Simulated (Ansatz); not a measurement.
Wanted: the native input for an Ansatz 0.2.0 run.

* Task: relaxation of cell and atoms
* Functional: RPBE
* Potentials or basis: Ansatz PAW
* Cutoff: 420 eV (not typed: the program's choice for these potentials)
* k mesh: 8 × 8 × 8
* Occupations: methfessel-paxton, width 0.1 eV
* Spin: non-collinear spin, ferromagnetic start, spin-orbit coupling
* Starting moments: [[0.289, 0.289, 0.289], [0.0, 0.0, 0.0]] μB

Crystal: SnSe.

```
CELL_PARAMETERS angstrom
0.00000 3.01000 3.01000
3.01000 0.00000 3.01000
3.01000 3.01000 0.00000
ATOMIC_POSITIONS crystal
Sn 0.00000 0.00000 0.00000
Se 0.50000 0.50000 0.50000
```

Measurements of this composition are mostly on another form, of space group No. 62.

One way to write it, as run:

input.yaml

```yaml
crystal:
  lattice:
    - [0.0, 3.01, 3.01]
    - [3.01, 0.0, 3.01]
    - [3.01, 3.01, 0.0]
  atoms:
    - { symbol: Sn, position: [0.0, 0.0, 0.0], spin: 0.501, spin_axis: [0.289, 0.289, 0.289] }
    - { symbol: Se, position: [0.5, 0.5, 0.5] }
hamiltonian:
  xc: rpbe
  pseudopotentials: { kind: paw_fr }
magnetization:
  noncollinear: true
  spin_orbit: true
kpoints:
  mp_grid: { grid: [8, 8, 8] }
scf:
  occupations: { method: methfessel_paxton, width: 0.1 }
output:
  forces: true
  stress: true
relax:
  f_tol: 0.01
  max_steps: 40
  cell: { stress_tol: 0.05 }
```

Potentials or basis: Ansatz PAW.

Launch:

```sh
$ ansatz run input.yaml --threads 1 --pin off --max-ram 2560MiB --backend cpu --events-out ev --progress --plain --runs-dir out
```

It gave:

```
Relaxed volume                         : 28.72 Å³/atom
Relaxed cell                           : a = 4.331 Å, b = 4.331 Å, c = 4.331 Å, α = 60.00°, β = 60.00°, γ = 60.00°
Space group after relaxing (to 0.05 Å) : Fm-3m (No. 225)
Energy gained by relaxing              : 10.9 meV/atom
Ionic steps                            : 5
Pressure after relaxing                : 0.0 GPa
Band gap on the k mesh                 : 0.38 eV
Net moment                             : 0.00 μB per cell
Absolute moment                        : 0.00 μB per cell
```

Caveat: the plane-wave basis is chosen anew once the cell has moved, so the energies of steps on either side of that aren't comparable; the PAW data sets come from PBE, with cores solved anew for the run's functional, which leaves a small shift of forces and pressure; the starting moments weren't kept.

It took 4 min on 1 thread of INTEL(R) XEON(R) PLATINUM 8581C CPU @ 2.10GHz (Emerald Rapids), with other jobs on the host, peak memory 0.69 GiB.
